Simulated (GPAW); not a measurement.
The system is CuI (Marshite).

```
I Cu
1.0
     0.00000    3.03150    3.03150
     3.03150    0.00000    3.03150
     3.03150    3.03150    0.00000
I Cu
1 1
Direct
  0.00000 0.00000 0.00000
  0.75000 0.75000 0.75000
```

| Item | Value |
| --- | --- |
| Program | GPAW 26.7.0 |
| Task | relaxation of cell and atoms |
| Functional | revPBE |
| Potentials or basis | the program's PAW data sets (release 1.2.1) made for this functional |
| Cutoff | 600 eV |
| Basis | pw |
| k mesh | 8 × 8 × 8 |
| Occupations | fermi-dirac, width 0.05 eV |
| Spin | no spin polarisation |

At the start: pressure 2.4 GPa; volume 27.86 Å³/atom.

How do energy, volume and symmetry change on relaxing?

Over 3 steps the energy falls by 13.5 meV/atom and the volume is 29.53 Å³/atom (+6.0 %); space group F-43m (No. 216, to 0.05 Å).

The path:
| step | energy change (eV) | largest force (eV/Å) | pressure (GPa) | volume (Å³) |
| --- | --- | --- | --- | --- |
| 1 | 0.0000 | 0.0000 | 2.44 | 55.72 |
| 2 | -0.0073 | 0.0000 | 2.04 | 56.23 |
| 3 | -0.0271 | 0.0000 | 0.17 | 59.06 |

Final structure:
```yaml
crystal:
  lattice:
    - [0.00000, 3.09096, 3.09096]
    - [3.09096, 0.00000, 3.09096]
    - [3.09096, 3.09096, 0.00000]
  atoms:
    - { symbol: I, position: [0.00000, 0.00000, 0.00000] }
    - { symbol: Cu, position: [0.75000, 0.75000, 0.75000] }
```

Caveat: with this Cu data set, volumes or pressures lay over 1.5 % or 2 GPa off other programs in two to four cells of ten; later steps reuse the first step's grids.
